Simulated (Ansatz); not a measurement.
TiTe:

```
Ti Te
1.0
     0.00000    3.31060    3.31060
     3.31060    0.00000    3.31060
     3.31060    3.31060    0.00000
Ti Te
1 1
Direct
  0.00000 0.00000 0.00000
  0.25000 0.25000 0.25000
```

The cell comes from a database or a generator and needn't be the stable form of this composition.

```yaml
Program: Ansatz 0.2.0
Task: relaxation of cell and atoms
Functional: r2SCAN
Dispersion: rVV10
Potentials_or_basis: Ansatz PAW
Cutoff: "500 eV (not typed: the program's choice for these potentials)"
k_mesh: 7 × 7 × 7
Occupations: fermi-dirac, width 0.05 eV
Spin: no spin polarisation
```

At the start: volume 36.28 Å³/atom.

**Question.** How do energy, volume and symmetry change on relaxing?

**Answer.** It ends after 6 steps and the volume is 29.80 Å³/atom (-17.9 %); space group F-43m (No. 216, to 0.05 Å).

The path:
| step | energy change (eV) | largest force (eV/Å) | volume (Å³) |
| --- | --- | --- | --- |
| 1 | 0.0000 | 0.0000 | 72.57 |
| 2 | -0.3514 | 0.0000 | 62.46 |
| 3 | -0.3719 | 0.0000 | 58.45 |
| 4 | -0.3758 | 0.0000 | 59.69 |
| 5 | -0.3759 | 0.0000 | 59.60 |
| 6 | -0.3741 | 0.0000 | 59.60 |

Final structure:
```
Ti Te
1.0
     0.00000    3.10029    3.10029
     3.10029    0.00000    3.10029
     3.10029    3.10029    0.00000
Ti Te
1 1
Cartesian
  0.0000 0.0000 0.0000
  1.5501 1.5501 1.5501
```

Caveat: the volume moved by over 15 % at a fixed basis, so the end points are rough; the plane-wave basis is chosen anew once the cell has moved, so the energies of steps on either side of that aren't comparable; the PAW data sets come from PBE, with cores solved anew for the run's functional, which leaves a small shift of forces and pressure.
